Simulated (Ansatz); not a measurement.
# BeZnSe: the cost of one run

Method: DFT PBE, scalar-relativistic, plane waves, PAW, unless a step names another level, in Ansatz 0.2.0.

5 further runs of the same task are left out: 4 that didn't finish, 1 set aside as unsound or not needed.

### 1 The starting structure

The structure is tetragonal, space group P4/nmm (No. 129). Conventional cell: a = 3.627 Å, b = 3.627 Å, c = 10.198 Å, α = 90.00°, β = 90.00°, γ = 90.00°. Be (site symmetry -4m2) has 4 Se at 2.26 Å and 4 Be at 2.56 Å as nearest neighbours. Zn (site symmetry 4mm) has 4 Zn at 2.56 Å as nearest neighbours. Se (site symmetry 4mm) has 4 Be at 2.26 Å as nearest neighbours.

As a file:

```
Be Zn Se
1.0
     3.62683    0.00000    0.00000
     0.00000    3.62683    0.00000
     0.00000    0.00000   10.19761
Be Zn Se
2 2 2
Direct
  0.50000 0.50000 0.00000
  0.00000 0.00000 0.00000
  0.50000 0.00000 0.49952
  0.00000 0.50000 0.50048
  0.50000 0.00000 0.13286
  0.00000 0.50000 0.86714
```

It came out lowest among 29 distinct ends of the trial cells. At a tolerance of 0.05 Å it has space group P4/nmm (No. 129).

### 2 Tight relaxation for the response runs, on the response runs' mesh and smearing

input.yaml reads:

```yaml
crystal:
  lattice:
    - [3.6268342934, 0.0, 0.0]
    - [0.0, 3.6268342934, 0.0]
    - [0.0, 0.0, 10.1976054545]
  atoms:
    - { symbol: Be, position: [0.5, 0.5, 0.0] }
    - { symbol: Be, position: [0.0, 0.0, 0.0] }
    - { symbol: Zn, position: [0.5, 0.0, 0.4995214885] }
    - { symbol: Zn, position: [0.0, 0.5, 0.5004785115] }
    - { symbol: Se, position: [0.5, 0.0, 0.1328601339] }
    - { symbol: Se, position: [0.0, 0.5, 0.8671398661] }
basis:
  ecutwfc: 420
kpoints:
  mp_grid: { grid: [8, 8, 4] }
hamiltonian:
  xc: pbe
scf:
  occupations: { method: gaussian, width: 0.1 }
output:
  forces: true
  stress: true
  eigenvalues: true
relax:
  adjacent_minimum: "off"
  f_tol: 0.001
  max_steps: 60
  cell: { stress_tol: 0.01 }
```

Command:

```sh
$ ansatz run input.yaml --threads 3 --pin off --max-ram 7680MiB --backend cpu --events-out ev --progress --plain --runs-dir out
```

What time and memory should one allow on 3 threads of Intel Xeon at 2.70GHz, shared host?

About 16 s, with a peak of 0.58 GiB.
